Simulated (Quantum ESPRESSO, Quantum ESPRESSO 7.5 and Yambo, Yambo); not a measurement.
## InP (F-43m): G0W0 with Yambo, start to end

Wanted: ground state, empty states, screening and self-energy for InP (F-43m).

Calculated with Quantum ESPRESSO 7.5 and Yambo 5.3.0; PBE and many-body steps on it, plane waves.

Report form: the programs' logs are mostly left out.

The database entry behind the starting cell differs from later determinations by our own check (0.1 to 0.3 % short, probably kX units), so it need not match the best structure at ambient conditions.

**1. Set-up**

It takes space group F-43m (No. 216, cubic). Conventional cell: a = 5.861 Å, b = 5.861 Å, c = 5.861 Å, α = 90.00°, β = 90.00°, γ = 90.00°. In has 4 P at 2.54 Å nearest. Nearest to P lie 4 In at 2.54 Å. Farther neighbours are not listed.

The cell and positions come from the Crystallography Open Database and are kept as given unless a step says otherwise.

**2. Ground state**

This step: Quantum ESPRESSO 7.5; DFT, PBE, plane waves, norm-conserving pseudopotentials.

The ground-state density comes first.

pw.in

```
&control
  calculation = 'scf'
  prefix = 'x'
  outdir = 'o'
  pseudo_dir = 'pseudo'
/
&system
  ibrav = 0
  nat = 2
  ntyp = 2
  ecutwfc = 62.0
  nbnd = 14
  force_symmorphic = .true.
/
&electrons
  conv_thr = 1e-10
  electron_maxstep = 80
  mixing_beta = 0.5
/
ATOMIC_SPECIES
  In 114.82 In.upf
  P 30.974 P.upf
CELL_PARAMETERS angstrom
  -0.0000000000 2.9305000000 2.9305000000
  2.9305000000 -0.0000000000 2.9305000000
  2.9305000000 2.9305000000 -0.0000000000
ATOMIC_POSITIONS crystal
  In 0.0000000000 0.0000000000 0.0000000000
  P 0.2500000000 0.2500000000 0.2500000000
K_POINTS automatic
  6 6 6 0 0 0
```

On the command line:

```sh
$ OMP_NUM_THREADS=1 mpirun -n 4 pw.x -nk 4 -in pw.in > pw.out
```

It took 3.9 s on 4 MPI ranks of Arm Neoverse V1, shared host; peak memory 0.22 GiB.

This step gave:

```yaml
total_energy: -1997.1250 eV
gap: 0.7094 eV
k_of_the_valence_top: 0, 0, 0
k_of_the_conduction_bottom: 0, 0, 0
least_direct_gap: 0.7094 eV
```

The gap is direct, at Γ.

**3. Bands along the symmetry lines**

The cheap functional maps the bands first; the places of the edges decide which points the dearer methods must see.

pw.in

```
&control
  calculation = 'bands'
  prefix = 'x'
  outdir = 'o'
  pseudo_dir = 'pseudo'
/
&system
  ibrav = 0
  nat = 2
  ntyp = 2
  ecutwfc = 62.0
  nbnd = 15
  force_symmorphic = .true.
/
&electrons
  conv_thr = 1e-9
  electron_maxstep = 80
  diago_full_acc = .true.
  diago_thr_init = 5e-6
/
ATOMIC_SPECIES
  In 114.82 In.upf
  P 30.974 P.upf
CELL_PARAMETERS angstrom
  -0.0000000000 2.9305000000 2.9305000000
  2.9305000000 -0.0000000000 2.9305000000
  2.9305000000 2.9305000000 -0.0000000000
ATOMIC_POSITIONS crystal
  In 0.0000000000 0.0000000000 0.0000000000
  P 0.2500000000 0.2500000000 0.2500000000
K_POINTS crystal
  50
  0.00000000 0.00000000 0.00000000 1
  -0.06250000 -0.06250000 0.00000000 1
  -0.12500000 -0.12500000 0.00000000 1
  -0.18750000 -0.18750000 0.00000000 1
  -0.25000000 -0.25000000 0.00000000 1
  -0.31250000 -0.31250000 0.00000000 1
  -0.37500000 -0.37500000 0.00000000 1
  -0.43750000 -0.43750000 0.00000000 1
  -0.50000000 -0.50000000 0.00000000 1
  -0.48437500 -0.48437500 0.03125000 1
  -0.46875000 -0.46875000 0.06250000 1
  -0.45312500 -0.45312500 0.09375000 1
  -0.43750000 -0.43750000 0.12500000 1
  -0.42187500 -0.42187500 0.15625000 1
  -0.40625000 -0.40625000 0.18750000 1
  -0.39062500 -0.39062500 0.21875000 1
  -0.37500000 -0.37500000 0.25000000 1
  -0.37500000 0.00000000 0.37500000 1
  -0.32812500 0.00000000 0.32812500 1
  -0.28125000 0.00000000 0.28125000 1
  -0.23437500 0.00000000 0.23437500 1
  -0.18750000 0.00000000 0.18750000 1
  -0.14062500 0.00000000 0.14062500 1
  -0.09375000 0.00000000 0.09375000 1
  -0.04687500 0.00000000 0.04687500 1
  0.00000000 0.00000000 0.00000000 1
  0.00000000 0.00000000 0.06250000 1
  0.00000000 0.00000000 0.12500000 1
  0.00000000 0.00000000 0.18750000 1
  0.00000000 0.00000000 0.25000000 1
  0.00000000 0.00000000 0.31250000 1
  0.00000000 0.00000000 0.37500000 1
  0.00000000 0.00000000 0.43750000 1
  -0.00000000 -0.00000000 0.50000000 1
  -0.06250000 -0.03125000 0.46875000 1
  -0.12500000 -0.06250000 0.43750000 1
  -0.18750000 -0.09375000 0.40625000 1
  -0.25000000 -0.12500000 0.37500000 1
  -0.31250000 -0.15625000 0.34375000 1
  -0.37500000 -0.18750000 0.31250000 1
  -0.43750000 -0.21875000 0.28125000 1
  -0.50000000 -0.25000000 0.25000000 1
  -0.50000000 -0.28125000 0.21875000 1
  -0.50000000 -0.31250000 0.18750000 1
  -0.50000000 -0.34375000 0.15625000 1
  -0.50000000 -0.37500000 0.12500000 1
  -0.50000000 -0.40625000 0.09375000 1
  -0.50000000 -0.43750000 0.06250000 1
  -0.50000000 -0.46875000 0.03125000 1
  -0.50000000 -0.50000000 0.00000000 1
```

Run time: 3.9 s. Hardware: 4 MPI ranks; peak memory 0.2 GiB.

This step gave:

| Quantity | Value |
| --- | --- |
| gap | 0.7094 eV |
| k of the valence top | 0, 0, 0 |
| k of the conduction bottom | 0, 0, 0 |
| least direct gap | 0.7094 eV |

The gap is 0.709 eV, as in the run before at this level.

The electronic bands at the labelled points (eV, zero at the top of the highest filled band):

```tsv
point	band 6	band 7	band 8	band 9	band 10	band 11	band 12	band 13
Γ	-11.52	0.00	0.00	0.00	0.71	4.09	4.09	4.09
halfway	-10.62	-3.34	-1.41	-1.41	2.48	3.14	6.38	6.38
X	-9.15	-5.75	-2.32	-2.32	1.76	2.26	9.24	9.58
halfway	-9.13	-5.71	-2.75	-2.22	2.04	2.87	8.40	8.71
U	-9.16	-5.61	-3.30	-1.94	2.36	4.39	7.52	7.55
jump to K	-9.16	-5.61	-3.30	-1.94	2.36	4.39	7.52	7.55
halfway	-10.54	-3.80	-2.01	-0.57	2.84	4.69	4.99	5.22
Γ	-11.52	0.00	0.00	0.00	0.71	4.09	4.09	4.09
halfway	-10.84	-3.44	-0.56	-0.56	1.79	4.79	4.79	5.33
L	-9.80	-5.73	-0.97	-0.97	1.50	4.80	4.80	7.12
halfway	-9.48	-5.55	-2.69	-1.63	3.17	4.19	5.89	7.23
W	-9.07	-5.60	-2.95	-2.91	4.30	4.38	5.57	6.21
halfway	-9.11	-5.68	-2.65	-2.64	2.69	3.10	7.66	7.75
X	-9.15	-5.75	-2.32	-2.32	1.76	2.26	9.24	9.58
```

**4. Empty states on the mesh, 4×4×4 mesh, 140 bands**

The sums over transitions need many empty states on a uniform mesh; this step solves for them.

pw.in

```
&control
  calculation = 'nscf'
  prefix = 'x'
  outdir = 'o'
  pseudo_dir = 'pseudo'
/
&system
  ibrav = 0
  nat = 2
  ntyp = 2
  ecutwfc = 62.0
  nbnd = 140
  force_symmorphic = .true.
/
&electrons
  conv_thr = 1e-9
  electron_maxstep = 80
  diago_full_acc = .true.
  diago_thr_init = 5e-6
/
ATOMIC_SPECIES
  In 114.82 In.upf
  P 30.974 P.upf
CELL_PARAMETERS angstrom
  -0.0000000000 2.9305000000 2.9305000000
  2.9305000000 -0.0000000000 2.9305000000
  2.9305000000 2.9305000000 -0.0000000000
ATOMIC_POSITIONS crystal
  In 0.0000000000 0.0000000000 0.0000000000
  P 0.2500000000 0.2500000000 0.2500000000
K_POINTS automatic
  4 4 4 0 0 0
```

It took 7.8 s on 4 MPI ranks; peak memory 0.32 GiB; 31 s of CPU time.

This step gave:

```
gap                                                           : 0.7094 eV
k of the valence top                                          : 0, 0, 0
k of the conduction bottom                                    : 0, 0, 0
least direct gap                                              : 0.7094 eV
k points computed                                             : 8
lowest point of the top converged band, above the valence top : 98.7533 eV
```

On this mesh the gap is 0.709 eV.

**5. Conversion and set-up**

This step: Yambo 5.3.0; conversion and set-up on PBE, plane waves, norm-conserving pseudopotentials.

The states are converted to the many-body program's format and the q mesh is built.

On the command line:

```sh
$ (cd o/x.save; p2y > p2y.log; mv SAVE ../..); yambo > setup.log
```

The job ended after 2.4 s (1 MPI rank; peak memory 0.24 GiB).

**6. Screening and self-energy, 4×4×4 mesh, 140 bands, screening to 142.9 eV**

Now the one-shot GW correction: screening in the RPA, then the self-energy of the levels asked for.

This step: G0W0 on PBE, plane waves, norm-conserving pseudopotentials.

gw1.in

```
HF_and_locXC
gw0
dyson
ppa
em1d
rim_cut
RandQpts= 1000000
RandGvec= 1 RL
EXXRLvcs= 62 Ry
VXCRLvcs= 248 Ry
Chimod= "HARTREE"
% BndsRnXp
 1 | 140 |
%
NGsBlkXp= 10.5 Ry
% LongDrXp
 1 | 1 | 1 |
%
% GbndRnge
 1 | 140 |
%
DysSolver= "n"
ExtendOut
PPAPntXp= 27.21138 eV
% QPkrange
 1 | 1 | 8 | 11 |
%
```

On the command line:

```sh
$ OMP_NUM_THREADS=1 mpirun -n 4 yambo -F gw1.in -J gw1 -C gw1 > gw1.log
```

It took 51 s on 4 MPI ranks; peak memory 1.4 GiB; 3.3 min of CPU time.

This step gave:

| Property | Result |
| --- | --- |
| G0W0 gap on the points computed | 1.053 eV |
| starting gap on the mesh | 0.7094 eV |
| k of the valence top | 0, 0, 0 |
| k of the conduction bottom | 0, 0, 0 |
| least direct G0W0 gap on the computed points | 1.053 eV |
| Z at the valence top | 0.7821 |
| Z at the conduction bottom | 0.7939 |

The gap on the mesh goes from 0.71 eV to 1.05 eV, a correction of +0.34 eV.

Limits: finite bands, cutoff and mesh; exchange with frozen shells missing; no spin-orbit coupling; coarse k mesh. v1 is the top filled band, c1 the lowest empty one. The levels before and after the correction (eV, zero at the valence-band top of each column):

```tsv
	conduction bottom	valence top
Kohn-Sham	0.71	0.00
G0W0	1.05	0.00
```

```tsv
	level	energy (eV)
Kohn-Sham	Γ v2-v1	0.000
Kohn-Sham	Γ c1	0.709
Kohn-Sham	Γ c2	4.088
G0W0	Γ v2-v1	0.000
G0W0	Γ c1	1.053
G0W0	Γ c2	4.366
```

**7. Where the time went**

Times are wall times on the hardware named with each run, good to a factor of about two.

```tsv
step	time	share	memory (GiB)
ground state	3.9 s	6 %	0.22
bands along the symmetry lines	3.9 s	6 %	0.2
empty states on the mesh	7.8 s	11 %	0.32
conversion and set-up	2.4 s	4 %	0.24
screening and self-energy	51 s	74 %	1.4
```

**8. Outcome**

| Item | Value |
| --- | --- |
| PBE gap | 0.71 eV, direct |
| G0W0 gap on the mesh | 1.05 eV |
| GW settings | 4×4×4 mesh, 140 bands, screening to 142.9 eV, Godby-Needs plasmon pole |
| known limits | not at the basis limit; exchange with frozen shells missing; no spin-orbit coupling; coarse k mesh |

What this shows: G0W0 moves the gap on the mesh from 0.71 eV to 1.05 eV (+0.34 eV), with Z of 0.78 and 0.79 at the edges. Only 1 of the mesh's irreducible points was corrected, so a valley elsewhere could overtake. The dearest step here is «screening and self-energy». Bands and cutoff are finite, so the gap is not at the basis limit. The miss can reach some tenths of an eV and take either sign; the mesh is an error of its own. In the G0W0 run levels were corrected at 1 k point alone, so a gap called «on the mesh» is the least over those, and an edge elsewhere would be missed. The 4×4×4 mesh is coarse for this cell, which bears on the long-range parts of exchange and screening. The norm-conserving file of at least one element keeps a d shell over frozen s and p shells of the same row. Exchange with those shells is missing from the self-energy, an error of 0.3 to 0.9 eV in cases checked, whose sign depends on which edge lies on those atoms. The many-body steps are scalar-relativistic: spin-orbit coupling is not in them.

[Paths, hosts, dates, memory and timing lines, banners, echoed tables and standing remarks are left out of the program output.]

[Logs are printed without paths, hosts, clocks, repeated set-up lines and the standing remarks that a program may print on its own settings, such as how far it seeks lower states.]

[Runs of the session that timed out or met a known fault of the program may be left out.]

[Hosts, paths, dates, database ids (printed as entryN), source tags and the programs' standing remarks are cut or masked in the printed files.]
